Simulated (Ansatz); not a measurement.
CaF₂: holes, doping and thermopower

Plane-wave DFT in Ansatz, PBE, scalar-relativistic PAW potentials, cutoff 420 eV, no spin-orbit coupling; no spin polarisation. CaF₂ in space group Fm-3m. Boltzmann transport at 300 K in rigid bands with one relaxation time, bands interpolated from the k mesh 8×8×8; values are means over x, y, z.

```tsv
holes (cm⁻³)	size of S (μV/K)	σ/τ (Ω⁻¹ m⁻¹ s⁻¹)
10^18	757.2	1.3e+16
10^19	?	1.3e+17
10^20	361.9	1.29e+18
10^21	176.1	1.26e+19
```

Question: Take the lowest doping as non-degenerate: get the effective density of states and the masses, and predict the missing S.

Answer: For parabolic bands and one τ, |S| = (k_B/e)(5/2 − η) with k_B/e = 86.17 μV/K and n = N e^η. The first row gives η = -6.29, N = 53.77×10¹⁹ cm⁻³ and, from N = 2.509×10¹⁹ cm⁻³ × m_d^(3/2), a density-of-states mass of 7.72 mₑ (all valleys and bands together). σ/τ = ne²/m_c gives a conductivity mass of 2.17 mₑ; m_d is 3.5 times m_c, the sign of several valleys, several bands or anisotropy. A decade of doping costs (k_B/e) ln 10 = 198.4 μV/K, which predicts 559 μV/K; the run gave 558.9. The gas is still far from degenerate, so the rule holds. At 10^21 cm⁻³ the rule would give 162 μV/K against 176.1. Scattering that depends on energy changes the 5/2, and whether such doping can be reached wasn't computed.

Cost: about 5.1 core-minutes for the runs cited, on AMD EPYC 7R43 (Zen 3) (shared hosts).

The large thermopower reflects a heavy valence-band edge. Its states are mainly F 2p, and weak overlap between fluoride ions in this strongly ionic crystal keeps the bands flat, so many states lie close to the edge and the Fermi level stays in the gap up to high hole densities. σ/τ grows almost in proportion to the hole density, so the conductivity mass barely changes, while S falls as the Fermi level approaches and then enters the band. The excess of 176.1 over 162 μV/K at the highest doping has the sign and roughly the size expected from Fermi-Dirac statistics in a parabolic band, so it needs no marked change in band shape.

The masses describe band holes in an undistorted lattice. In real CaF₂, holes are known to self-trap on pairs of fluoride ions as V_k centres, a relaxation that rigid bands exclude. Hole transport at room temperature is therefore probably by hopping, and neither the conductivity mass nor the calculated S should be carried over to it.
